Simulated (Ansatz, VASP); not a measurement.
Given: the input of a run of VASP 6.6.1 on AlN.

The input INCAR:

```
SYSTEM = AlN
PREC     = Accurate       ! precision mode
ENCUT    = 520            ! plane-wave cutoff, eV
EDIFF    = 1E-6           ! SCF threshold, eV
ISMEAR   = -1             ! smearing method
SIGMA    = 0.05           ! smearing width, eV
LREAL    = .False.        ! projectors in reciprocal space
LASPH    = .True.         ! aspherical terms in the spheres
NELM     = 80             ! most SCF steps
ALGO     = Normal         ! electronic algorithm
ISIF     = 2              ! what is computed and relaxed
LWAVE    = .False.        ! write WAVECAR
LCHARG   = .False.        ! write CHGCAR
GGA      = PE             ! functional
NBANDS   = 11             ! bands
```

File KPOINTS:

```
regular mesh
0
Gamma
  11 11 11
  0 0 0
```

The input POSCAR:

```
AlN
1.0
    0.0000000000      2.0345180000      2.0345180000
    2.0548631800      0.0000000000      2.0345180000
    2.0548631800      2.0345180000      0.0000000000
Al N
1 1
Direct
    0.5000000000      0.5000000000      0.5000000000
    0.0000000000      0.0000000000      0.0000000000
```

Potentials or basis: VASP PAW PBE potentials, release 64 (Al, N).

Launch:

```bash
$ cat potpaw_PBE.64/Al/POTCAR potpaw_PBE.64/N/POTCAR > POTCAR
$ mpirun -np 1 vasp_std > vasp.out
```

Problem. Set up the same calculation for Ansatz 0.2.0. Potentials there: Ansatz PAW.

Solution. As run (the cutoff follows the program's own potentials):

The input input.yaml:

```yaml
crystal:
  lattice:
    - [0.0, 2.034518, 2.034518]
    - [2.05486318, 0.0, 2.034518]
    - [2.05486318, 2.034518, 0.0]
  atoms:
    - { symbol: Al, position: [0.5, 0.5, 0.5] }
    - { symbol: "N", position: [0.0, 0.0, 0.0] }
hamiltonian:
  xc: pbe
  pseudopotentials: { kind: paw }
kpoints:
  mp_grid: { grid: [11, 11, 11] }
scf:
  occupations: { method: fermi_dirac, width: 0.05 }
output:
  forces: true
  stress: true
  eigenvalues: true
```

Potentials or basis: Ansatz PAW.

Run with:

```bash
$ ansatz run input.yaml --threads 2 --pin off --max-ram 5632MiB --backend cpu --events-out ev --progress --plain --runs-dir out
```

Both were run:

|  | VASP | Ansatz | Ansatz less VASP |
| --- | --- | --- | --- |
| gap on the k mesh at the Fermi level (eV) | 4.38 | 4.41 | +0.022 |
| least direct gap on the mesh (eV) | 5.22 | 5.21 | -0.010 |
| pressure (GPa) | -2.4 | -2.1 | +0.27 |
| largest component of the traceless stress (GPa) | 1.56 | 1.57 | +0.010 |

Caveats: an odd mesh through Γ misses points on the zone boundary, where band edges often lie (VASP); odd divisions of the mesh miss points on the zone boundary, where band edges often lie, so the gap on the mesh can be too wide (Ansatz); the pressure holds a Pulay correction of +0.5 GPa for the finite cutoff (Ansatz).
